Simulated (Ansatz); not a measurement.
Born–Oppenheimer molecular dynamics of a periodic cell of 15 atoms, Rb$_{7}$Cl$_{8}$ (host RbCl, host structure Fm-3m, one Rb atom removed). It starts from an unrelaxed structure (largest force component 0.21 eV/Å).

Theory: DFT r2SCAN, scalar-relativistic, plane waves, PAW in Ansatz. Settings: accuracy low, cutoff 500 eV, k mesh 1x1x1, fermi-dirac smearing 0.05 eV, no spin polarisation.

| Quantity | Value |
| --- | --- |
| ensemble | NVT, Langevin thermostat |
| time step | 2 fs |
| steps asked | 140 |
| set temperature | 1440 K |
| friction | 0.05 /fs |
| seed | 396719 |

Frames 10 fs apart, positions in Å, forces in eV/Å.

Velocities at 0 fs (Å/ps):

```
Rb 2.62 1.28 5.24
Cl 8.12 2.01 0.90
Rb -2.52 3.13 -1.09
Cl -11.98 1.50 -6.67
Cl 3.31 -7.56 -10.33
Rb -4.31 2.22 -2.57
Cl -6.69 0.56 -1.76
Rb 6.91 -2.83 -2.16
Cl -10.21 -0.09 -1.31
Rb -1.53 3.27 -3.31
Cl 4.31 0.69 2.88
Rb 2.90 -0.46 6.47
Cl 5.13 -12.03 -3.03
Rb 0.03 -2.49 4.27
Cl -1.86 4.98 2.79
```

```xyz
15
Lattice="0.0000 6.6448 6.6448 6.6448 0.0000 6.6448 6.6448 6.6448 0.0000" Properties=species:S:1:pos:R:3:forces:R:3 time_fs=0 energy_less_start_eV=0.000 T=1344
Rb 0.000 0.000 0.000 0.00 0.00 0.00
Cl 3.322 3.322 3.322 0.00 0.21 0.00
Rb 3.322 3.322 0.000 0.00 0.00 0.00
Cl 6.645 6.645 3.322 -0.21 0.00 0.00
Cl 6.645 3.322 6.645 0.00 0.00 0.00
Rb 6.645 3.322 3.322 0.00 0.00 0.00
Cl 9.967 6.645 6.645 0.00 0.00 0.21
Rb 0.000 3.322 3.322 0.00 0.00 0.00
Cl 3.322 6.645 6.645 0.00 0.00 -0.21
Rb 3.322 6.645 3.322 0.00 0.00 0.00
Cl 6.645 9.967 6.645 0.00 0.00 0.00
Rb 3.322 3.322 6.645 0.00 0.00 0.00
Cl 6.645 6.645 9.967 0.21 0.00 0.00
Rb 6.645 6.645 6.645 0.00 0.00 0.00
Cl 9.967 9.967 9.967 0.00 -0.21 0.00
15
Lattice="0.0000 6.6448 6.6448 6.6448 0.0000 6.6448 6.6448 6.6448 0.0000" Properties=species:S:1:pos:R:3:forces:R:3 time_fs=10 energy_less_start_eV=0.040 T=1494
Rb -0.001 0.004 0.080 -0.09 -0.05 -0.16
Cl 3.402 3.326 3.369 -0.09 0.20 -0.07
Rb 3.294 3.374 -0.007 0.07 -0.08 0.01
Cl 6.546 6.655 3.290 -0.13 0.01 0.16
Cl 6.660 3.239 6.572 -0.02 0.15 0.10
Rb 6.644 3.348 3.295 0.05 -0.06 0.06
Cl 9.965 6.633 6.608 -0.05 0.04 0.22
Rb 0.064 3.299 3.300 -0.04 -0.04 0.06
Cl 3.176 6.649 6.608 0.23 0.01 -0.17
Rb 3.313 6.668 3.297 -0.03 -0.03 0.03
Cl 6.654 10.010 6.705 -0.01 -0.11 -0.12
Rb 3.349 3.310 6.657 -0.03 0.02 0.00
Cl 6.693 6.540 9.946 0.15 0.10 0.04
Rb 6.637 6.635 6.705 -0.07 0.01 -0.12
Cl 9.959 9.973 9.986 0.06 -0.19 -0.03
15
Lattice="0.0000 6.6448 6.6448 6.6448 0.0000 6.6448 6.6448 6.6448 0.0000" Properties=species:S:1:pos:R:3:forces:R:3 time_fs=20 energy_less_start_eV=0.196 T=976
Rb -0.022 0.027 0.135 -0.17 -0.08 -0.26
Cl 3.448 3.337 3.455 -0.17 0.19 -0.21
Rb 3.243 3.409 -0.060 0.19 -0.12 0.11
Cl 6.464 6.655 3.282 -0.04 0.06 0.26
Cl 6.704 3.230 6.494 -0.13 0.21 0.19
Rb 6.647 3.379 3.252 0.07 -0.10 0.16
Cl 9.999 6.631 6.568 -0.15 0.07 0.24
Rb 0.084 3.324 3.242 -0.04 -0.19 0.13
Cl 3.044 6.630 6.493 0.43 0.03 -0.04
Rb 3.290 6.692 3.308 -0.04 -0.05 -0.07
Cl 6.641 10.053 6.767 -0.01 -0.19 -0.28
Rb 3.367 3.283 6.640 -0.05 0.07 0.09
Cl 6.719 6.440 9.944 0.09 0.25 0.03
Rb 6.622 6.649 6.734 -0.08 0.02 -0.19
Cl 9.946 9.989 10.027 0.10 -0.17 -0.15
15
Lattice="0.0000 6.6448 6.6448 6.6448 0.0000 6.6448 6.6448 6.6448 0.0000" Properties=species:S:1:pos:R:3:forces:R:3 time_fs=30 energy_less_start_eV=0.384 T=980
Rb -0.072 0.022 0.149 -0.15 -0.07 -0.34
Cl 3.463 3.367 3.510 -0.19 0.17 -0.32
Rb 3.208 3.424 -0.089 0.30 -0.12 0.17
Cl 6.452 6.632 3.239 -0.10 0.14 0.38
Cl 6.745 3.247 6.442 -0.25 0.19 0.30
Rb 6.646 3.418 3.261 0.07 -0.13 0.14
Cl 10.040 6.638 6.518 -0.27 0.05 0.26
Rb 0.085 3.315 3.230 -0.04 -0.25 0.14
Cl 2.943 6.638 6.417 0.54 0.02 0.08
Rb 3.216 6.721 3.319 0.26 -0.03 -0.18
Cl 6.688 10.040 6.798 -0.07 -0.22 -0.33
Rb 3.361 3.264 6.622 -0.03 0.10 0.18
Cl 6.812 6.400 9.971 -0.14 0.27 0.02
Rb 6.591 6.633 6.806 -0.07 0.05 -0.28
Cl 9.923 10.025 10.040 0.15 -0.18 -0.21
15
Lattice="0.0000 6.6448 6.6448 6.6448 0.0000 6.6448 6.6448 6.6448 0.0000" Properties=species:S:1:pos:R:3:forces:R:3 time_fs=40 energy_less_start_eV=0.592 T=1293
Rb -0.103 0.057 0.169 -0.01 -0.09 -0.44
Cl 3.434 3.425 3.544 -0.19 0.13 -0.39
Rb 3.178 3.430 -0.133 0.46 -0.05 0.23
Cl 6.453 6.591 3.200 -0.14 0.21 0.50
Cl 6.798 3.299 6.386 -0.41 0.15 0.46
Rb 6.642 3.421 3.286 0.01 -0.16 0.05
Cl 10.115 6.701 6.450 -0.42 -0.06 0.25
Rb 0.017 3.288 3.229 0.02 -0.17 0.14
Cl 2.906 6.661 6.436 0.58 0.03 0.08
Rb 3.166 6.725 3.326 0.61 -0.04 -0.18
Cl 6.767 10.030 6.847 -0.18 -0.19 -0.40
Rb 3.348 3.272 6.621 0.02 0.15 0.21
Cl 6.897 6.404 9.988 -0.48 0.16 0.01
Rb 6.566 6.651 6.846 -0.05 0.05 -0.30
Cl 9.893 9.967 10.025 0.20 -0.12 -0.22
15
Lattice="0.0000 6.6448 6.6448 6.6448 0.0000 6.6448 6.6448 6.6448 0.0000" Properties=species:S:1:pos:R:3:forces:R:3 time_fs=50 energy_less_start_eV=0.964 T=1503
Rb -0.131 0.094 0.136 0.12 -0.15 -0.45
Cl 3.386 3.416 3.601 -0.12 0.14 -0.51
Rb 3.180 3.446 -0.221 0.62 -0.02 0.48
Cl 6.528 6.571 3.141 -0.21 0.27 0.59
Cl 6.882 3.283 6.301 -0.64 0.22 0.62
Rb 6.653 3.448 3.287 -0.07 -0.20 -0.07
Cl 10.206 6.703 6.403 -0.67 -0.04 0.24
Rb -0.054 3.265 3.229 0.10 -0.17 0.12
Cl 2.843 6.703 6.522 0.73 0.00 -0.05
Rb 3.156 6.702 3.308 0.81 -0.05 -0.08
Cl 6.864 9.991 6.865 -0.37 -0.17 -0.42
Rb 3.307 3.275 6.613 0.19 0.14 0.33
Cl 6.947 6.360 10.043 -0.67 0.14 -0.09
Rb 6.553 6.667 6.850 -0.02 0.01 -0.23
Cl 9.885 9.903 10.070 0.22 -0.11 -0.47
15
Lattice="0.0000 6.6448 6.6448 6.6448 0.0000 6.6448 6.6448 6.6448 0.0000" Properties=species:S:1:pos:R:3:forces:R:3 time_fs=60 energy_less_start_eV=1.295 T=1502
Rb -0.150 0.145 0.130 0.50 -0.16 -0.53
Cl 3.318 3.414 3.647 -0.06 0.14 -0.69
Rb 3.201 3.487 -0.328 0.71 -0.03 0.75
Cl 6.570 6.620 3.084 -0.24 0.18 0.73
Cl 6.942 3.280 6.266 -0.78 0.28 0.67
Rb 6.654 3.489 3.283 -0.14 -0.19 -0.16
Cl 10.321 6.665 6.446 -1.10 0.06 0.18
Rb -0.128 3.244 3.201 0.17 -0.09 0.10
Cl 2.812 6.742 6.590 0.79 -0.03 -0.15
Rb 3.126 6.662 3.213 0.66 -0.07 0.04
Cl 6.897 9.934 6.843 -0.52 -0.11 -0.35
Rb 3.253 3.320 6.583 0.35 0.07 0.51
Cl 6.870 6.359 10.107 -0.50 0.13 -0.17
Rb 6.544 6.713 6.847 -0.04 -0.08 -0.18
Cl 9.864 9.825 10.078 0.19 -0.11 -0.77
15
Lattice="0.0000 6.6448 6.6448 6.6448 0.0000 6.6448 6.6448 6.6448 0.0000" Properties=species:S:1:pos:R:3:forces:R:3 time_fs=70 energy_less_start_eV=1.407 T=1313
Rb -0.178 0.178 0.122 0.84 -0.17 -0.35
Cl 3.265 3.516 3.697 -0.03 0.03 -0.93
Rb 3.202 3.543 -0.346 0.79 -0.15 0.49
Cl 6.606 6.635 3.130 -0.25 0.16 0.60
Cl 6.975 3.271 6.259 -0.88 0.32 0.67
Rb 6.631 3.493 3.280 -0.21 -0.17 -0.16
Cl 10.356 6.623 6.492 -1.38 0.16 0.11
Rb -0.149 3.218 3.164 0.14 0.05 0.11
Cl 2.806 6.797 6.657 0.74 -0.04 -0.18
Rb 3.110 6.606 3.111 0.51 0.08 0.15
Cl 6.842 9.924 6.825 -0.47 -0.01 -0.34
Rb 3.218 3.344 6.550 0.32 0.03 0.77
Cl 6.811 6.410 10.180 -0.36 0.06 -0.27
Rb 6.541 6.802 6.816 -0.06 -0.22 -0.13
Cl 9.776 9.792 9.995 0.30 -0.12 -0.54
15
Lattice="0.0000 6.6448 6.6448 6.6448 0.0000 6.6448 6.6448 6.6448 0.0000" Properties=species:S:1:pos:R:3:forces:R:3 time_fs=80 energy_less_start_eV=1.508 T=1431
Rb -0.207 0.189 0.123 1.14 -0.20 -0.14
Cl 3.258 3.572 3.704 -0.04 -0.13 -0.99
Rb 3.215 3.599 -0.305 0.66 -0.31 0.33
Cl 6.683 6.600 3.237 -0.27 0.27 0.38
Cl 6.973 3.234 6.255 -0.81 0.37 0.69
Rb 6.616 3.507 3.287 -0.24 -0.25 -0.18
Cl 10.367 6.601 6.555 -1.58 0.29 0.01
Rb -0.176 3.184 3.147 0.14 0.10 0.12
Cl 2.799 6.874 6.688 0.69 -0.08 -0.17
Rb 3.138 6.535 3.045 0.27 0.28 0.28
Cl 6.791 9.921 6.823 -0.36 0.14 -0.35
Rb 3.209 3.389 6.529 0.22 0.00 0.91
Cl 6.753 6.429 10.212 -0.17 0.01 -0.33
Rb 6.542 6.878 6.779 -0.06 -0.37 -0.10
Cl 9.710 9.726 10.001 0.40 -0.12 -0.45
15
Lattice="0.0000 6.6448 6.6448 6.6448 0.0000 6.6448 6.6448 6.6448 0.0000" Properties=species:S:1:pos:R:3:forces:R:3 time_fs=90 energy_less_start_eV=1.636 T=1447
Rb -0.228 0.189 0.156 1.03 -0.27 -0.13
Cl 3.292 3.648 3.650 -0.03 -0.57 -0.71
Rb 3.265 3.654 -0.260 0.42 -0.50 0.15
Cl 6.782 6.543 3.300 -0.28 0.37 0.32
Cl 6.971 3.174 6.271 -0.64 0.46 0.63
Rb 6.650 3.477 3.277 -0.29 -0.28 -0.04
Cl 10.335 6.590 6.693 -1.53 0.47 -0.22
Rb -0.147 3.163 3.159 0.12 0.08 0.09
Cl 2.737 6.935 6.738 0.80 -0.09 -0.17
Rb 3.166 6.455 3.018 0.05 0.74 0.50
Cl 6.743 9.938 6.854 -0.25 0.21 -0.45
Rb 3.212 3.418 6.515 0.15 -0.02 0.78
Cl 6.676 6.411 10.251 -0.02 0.00 -0.37
Rb 6.559 6.935 6.741 -0.04 -0.49 -0.05
Cl 9.698 9.661 9.994 0.49 -0.11 -0.33
15
Lattice="0.0000 6.6448 6.6448 6.6448 0.0000 6.6448 6.6448 6.6448 0.0000" Properties=species:S:1:pos:R:3:forces:R:3 time_fs=100 energy_less_start_eV=1.731 T=1346
Rb -0.209 0.224 0.198 0.33 -0.47 -0.16
Cl 3.349 3.631 3.542 -0.04 -0.79 -0.43
Rb 3.309 3.688 -0.221 0.18 -0.72 0.03
Cl 6.874 6.521 3.346 -0.27 0.41 0.28
Cl 6.915 3.133 6.307 -0.40 0.65 0.50
Rb 6.685 3.474 3.263 -0.19 -0.32 0.18
Cl 10.280 6.574 6.804 -1.12 0.66 -0.52
Rb -0.133 3.143 3.155 0.12 0.09 0.07
Cl 2.655 6.951 6.818 1.09 -0.09 -0.17
Rb 3.178 6.402 3.014 -0.03 0.96 0.82
Cl 6.703 9.909 6.905 -0.16 0.40 -0.59
Rb 3.211 3.398 6.481 0.11 0.00 0.58
Cl 6.683 6.394 10.259 -0.01 0.00 -0.31
Rb 6.649 6.977 6.693 -0.03 -0.69 -0.01
Cl 9.771 9.613 9.981 0.41 -0.07 -0.25
15
Lattice="0.0000 6.6448 6.6448 6.6448 0.0000 6.6448 6.6448 6.6448 0.0000" Properties=species:S:1:pos:R:3:forces:R:3 time_fs=110 energy_less_start_eV=1.895 T=1366
Rb -0.173 0.282 0.239 -0.38 -0.47 -0.23
Cl 3.348 3.669 3.455 0.00 -1.11 -0.26
Rb 3.314 3.708 -0.199 0.10 -0.81 0.01
Cl 6.941 6.530 3.357 -0.24 0.31 0.26
Cl 6.855 3.223 6.370 -0.36 0.62 0.37
Rb 6.660 3.452 3.256 -0.03 -0.27 0.33
Cl 10.269 6.573 6.845 -0.84 0.76 -0.71
Rb -0.113 3.148 3.156 0.10 0.06 0.06
Cl 2.577 6.973 6.870 1.54 -0.11 -0.16
Rb 3.147 6.387 3.004 0.02 1.27 0.94
Cl 6.652 9.840 6.935 -0.06 0.63 -0.63
Rb 3.242 3.394 6.435 0.05 0.01 0.52
Cl 6.743 6.335 10.263 -0.12 0.08 -0.22
Rb 6.744 6.978 6.667 -0.01 -0.93 -0.03
Cl 9.850 9.605 10.015 0.23 -0.07 -0.28
```

Of the whole run (280 fs, mean temperature of the second half 1436 K): A run of 0.28 ps of so small a system gives no equilibrium averages. Limits of this set-up: coarse k mesh, odd electron count without spin, a small cell, in which the defect meets its images, low accuracy level.

Run time: 32 min on 2 threads of Intel(R) Xeon(R) Platinum 8488C (Sapphire Rapids), on a shared host, peak memory 1.4 GiB.
